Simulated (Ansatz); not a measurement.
ZnO, one structure, two calculations

Cell: a structure deposited in the COD, its atoms then relaxed with PBE in this cell.

```cif
data_structure
_symmetry_space_group_name_H-M 'P 1'
_symmetry_Int_Tables_number 1
_cell_length_a 3.2494
_cell_length_b 3.2494
_cell_length_c 5.2038
_cell_angle_alpha 90.000
_cell_angle_beta 90.000
_cell_angle_gamma 120.000
_cell_volume 47.58
loop_
_atom_site_label
_atom_site_type_symbol
_atom_site_fract_x
_atom_site_fract_y
_atom_site_fract_z
_atom_site_occupancy
Zn1 Zn 0.33333 0.66667 0.00048 1
Zn2 Zn 0.66667 0.33333 0.50048 1
O3 O 0.33333 0.66667 0.38162 1
O4 O 0.66667 0.33333 0.88162 1
```

Sites (sets of like atoms) are named by element and the number of their first atom in this list.

First run. Computed with Ansatz: DFT, PBE, plane waves and PAW, scalar-relativistic, 420 eV cutoff, Γ-centred 11×11×6 k-points, Fermi–Dirac smearing 0.02 eV.

| site | atom | V_zz (10²¹ V/m²) | η |
| --- | --- | --- | --- |
| Zn | 1 | 0.54 | 0.00 |
| O | 3 | -0.29 | 0.00 |

Second run. The same atoms and settings, except that the functional is PBEsol.

Q: Given the first result, estimate the second.

A: 

```
site  atom   V_zz     η  change of V_zz
  Zn     1   0.53  0.00           -0.01
   O     3  -0.28  0.00           +0.01
```

No V_zz moves by more than 0.01.

For the first run: At this cell the principal stresses reach 5 GPa in size with PBE, which can matter for small gradients. With a gap of 0.8 eV on this mesh, small gradients can still move by 0.1 × 10²¹ V/m² or more as the k-mesh gets denser.
For the second run: With a gap of 0.7 eV on this mesh, small gradients can still move by 0.1 × 10²¹ V/m² or more as the k-mesh gets denser.
